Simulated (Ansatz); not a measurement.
This script drives Ansatz's Python interface.

Contents of `sno2.xyz`:
```text
6
Lattice="4.788004 0.0 0.0 0.0 4.866582 0.0 0.0 0.0 3.240898" Properties=species:S:1:pos:R:3 pbc="T T T"
Sn    2.39400200    2.43329100    1.62044900
Sn    0.00000000    0.00000000    0.00000000
O     1.39740291    1.56237722    0.00000000
O     3.79140491    0.87091378    1.62044900
O     0.99659909    3.99566822    1.62044900
O     3.39060109    3.30420478    0.00000000
```

`optics_sno2.py`:
```python
# -*- coding: utf-8 -*-
"""Independent-particle optical spectrum of SnO2."""

import ansatz as az
import numpy as np

config = {
    "xc": "PBEsol",
    "kgrid": (4, 4, 6),
    "occupations": "fixed",
}

structure = az.Crystal.from_extxyz("sno2.xyz")

calc = (
    structure.calculation()
    .functional(config["xc"])
    .kpoints(*config["kgrid"])
    .occupations(config["occupations"])
    .optics(energy_step=0.05, nscf_kmesh=(6, 6, 8), broadening_width=0.2, spectra_wanted_up_to=8)
)
done = calc.run(threads=1)
spectra = done.optics()
energy, filling = np.asarray(spectra.photon_energy_ev), spectra.band_filling
gapped = filling.kind == "insulating"
eps1 = np.asarray(filling.eps1 if gapped else filling.eps1_interband)[:3].mean(axis=0)
eps2 = np.asarray(filling.eps2 if gapped else filling.eps2_interband)[:3].mean(axis=0)
print("filling:", filling.kind, "- valid up to", round(spectra.valid_up_to_ev, 2), "eV,", spectra.n_bands, "bands")
top = min(8, spectra.valid_up_to_ev)
# mean of xx, yy and zz; between bands only where the bands are partly filled
print("E (eV)    eps1      eps2")
for e in np.arange(0.5, top + 0.01, 0.5):
    print(f"{e:5.1f} {np.interp(e, energy, eps1):9.3f} {np.interp(e, energy, eps2):9.3f}")
if gapped:
    print("eps_inf, bands beyond those summed included:", np.round(filling.eps_inf[:3], 3))
print("f-sum electrons:", np.round(filling.get("f_sum_n_eff"), 3))
```

It is started by `python optics_sno2.py`. How long does it take on 1 thread of Intel(R) Xeon(R) Platinum 8259CL CPU @ 2.50GHz (Skylake/Cascade Lake) (shared host), and how much memory does it need?

It took about 2.4 min, with a peak of 1.3 GiB, for 1 run of the engine.

Running `python optics_sno2.py` prints:
```text
DeckWarning: basis.ecutwfc = 420 eV, auto-derived from the records' recommended cutoffs: set by Sn (normal level)
filling: insulating - valid up to 16.07 eV, 41 bands
E (eV)    eps1      eps2
  0.5     4.874     0.002
  1.0     5.091     0.082
  1.5     5.457     0.635
  2.0     5.131     1.006
  2.5     5.069     1.160
  3.0     4.967     1.476
  3.5     4.810     1.622
  4.0     4.771     1.703
  4.5     4.899     1.819
  5.0     5.302     2.189
  5.5     4.966     3.186
  6.0     4.885     3.756
  6.5     3.266     4.458
  7.0     3.197     3.343
  7.5     3.588     3.760
  8.0     3.259     4.460
eps_inf, bands beyond those summed included: [5.113 5.028 5.304]
f-sum electrons: [18.103 18.15  19.084]
```
(Warnings from the package without file and line.)

Notes:
- Averages over directions belong to no single polarisation, least of all in layered crystals.
- The structure comes from a database of computed cells and needn't be a stable or known phase.
- Independent-particle spectra on Kohn-Sham bands hold no excitons, and semilocal gaps are too small.
